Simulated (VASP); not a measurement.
Here is a VASP 6.6.1 calculation.

The input INCAR:

```
ALGO = Normal ; EDIFF = 1E-6
ENCUT = 520 ; ISIF = 2
ISMEAR = 0 ; LASPH = True
LCHARG = False ; LMIXTAU = True
LREAL = False ; LWAVE = False
METAGGA = R2SCAN ; NELM = 80
PREC = Accurate ; SIGMA = 0.03
```

The input KPOINTS:

```
k-points
0
Gamma
  10 10 10
```

File POSCAR:

```
BP                                      
1.0
    0.0000000000      2.2605516541      2.2605516541
    2.2605516541      0.0000000000      2.2605516541
    2.2605516541      2.2605516541      0.0000000000
  B               P             
     1     1
Direct
     0.0000000000000000    0.0000000000000000    0.0000000000000000
     0.2500000000000000    0.2500000000000000    0.2500000000000000
```

The input KPOINTS_OPT:

```
explicit points
202
Reciprocal
 0.0000000000  0.0000000000  0.0000000000 1
 0.0555555556  0.0000000000  0.0555555556 1
 0.1111111111  0.0000000000  0.1111111111 1
 0.1666666667  0.0000000000  0.1666666667 1
 0.2222222222  0.0000000000  0.2222222222 1
 0.2777777778  0.0000000000  0.2777777778 1
[... 194 lines left out ...]
 0.5089373300  0.0178746600  0.5089373300 1
 0.4910626700 -0.0178746600  0.4910626700 1
```

Potentials or basis: VASP PAW PBE potentials, release 64 (B, P).

The run is started by

```bash
$ cat potpaw_PBE.64/B/POTCAR potpaw_PBE.64/P/POTCAR > POTCAR
$ mpirun -np 1 vasp_std > vasp.out
```

Task: Estimate the pressure.

Result: 1.3 GPa.

Task: What does it give for the band gap along the path?

Result: 1.44 eV, indirect (least direct gap 3.66 eV).

Task: Estimate the band gap on the k mesh.

Result: 1.43 eV, indirect (least direct gap 3.66 eV).

Levels at the corners of the path, in eV from the valence-band top:
```
point  band 2  band 3  band 4  band 5  band 6  band 7
    Γ    0.00    0.00    0.00    3.66    3.66    3.66
    X   -9.19   -4.39   -4.39    1.52    1.90   13.17
    X   -9.19   -4.39   -4.39    1.52    1.90   13.17
    W   -8.66   -5.99   -5.79    5.78    7.22    7.88
    W   -8.66   -5.99   -5.79    5.78    7.22    7.88
    K   -8.75   -6.57   -3.74    2.39    6.48   10.51
    K   -8.75   -6.57   -3.74    2.39    6.48   10.51
    Γ    0.00    0.00    0.00    3.66    3.66    3.66
    Γ    0.00    0.00    0.00    3.66    3.66    3.66
    L   -9.58   -1.88   -1.88    4.21    5.04    5.04
    L   -9.58   -1.88   -1.88    4.21    5.04    5.04
    U   -8.75   -6.57   -3.74    2.39    6.48   10.51
    U   -8.75   -6.57   -3.74    2.39    6.48   10.51
    W   -8.66   -5.99   -5.79    5.78    7.22    7.88
    W   -8.66   -5.99   -5.79    5.78    7.22    7.88
    L   -9.58   -1.88   -1.88    4.21    5.04    5.04
    L   -9.58   -1.88   -1.88    4.21    5.04    5.04
    K   -8.75   -6.57   -3.74    2.39    6.48   10.51
    U   -8.75   -6.57   -3.74    2.39    6.48   10.51
    X   -9.19   -4.39   -4.39    1.52    1.90   13.17
```

Caveat: the PAW data sets were made with another functional, which shifts forces and pressure a little. r2SCAN opens gaps a little over a GGA but as a rule still falls short of measured ones.
